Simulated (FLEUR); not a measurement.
## CuO (Tenorite): equation of state with PBEsol

CuO (Tenorite):

```
CELL_PARAMETERS angstrom
2.34185 -1.71130 0.00000
2.34185 1.71130 0.00000
-0.85003 0.00000 5.05787
ATOMIC_POSITIONS crystal
Cu 0.50000 0.00000 0.50000
Cu 0.00000 0.50000 0.00000
O 0.41840 0.58160 0.75000
O 0.58160 0.41840 0.25000
```

- Program: FLEUR MaX-R8.1 (later development tree)
- Task: equation of state
- Functional: PBEsol
- Potentials or basis: all-electron
- Basis: FLAPW
- Kmax: 5.21 1/bohr
- k mesh: 10 × 10 × 5
- Occupations: fermi-dirac, width 0.05 eV
- Spin: no spin polarisation

```json
{
  "Equilibrium volume": "9.98 Å³/atom",
  "Bulk modulus at fixed shape and positions": "186 GPa",
  "Pressure derivative of the bulk modulus": "4.6"
}
```

Energy against volume, from the lowest point:
```csv
volume (Å³/atom),energy (meV/atom)
9.527,12.81
9.730,3.67
9.932,0.00
10.135,1.23
10.338,6.91
10.540,16.42
10.743,29.45
```

Caveat: the cell was scaled at fixed shape and fractional positions, which overstates the stiffness of a crystal with free parameters, most of all of layers and chains; the run has no spin polarisation, though such a crystal can be magnetic.
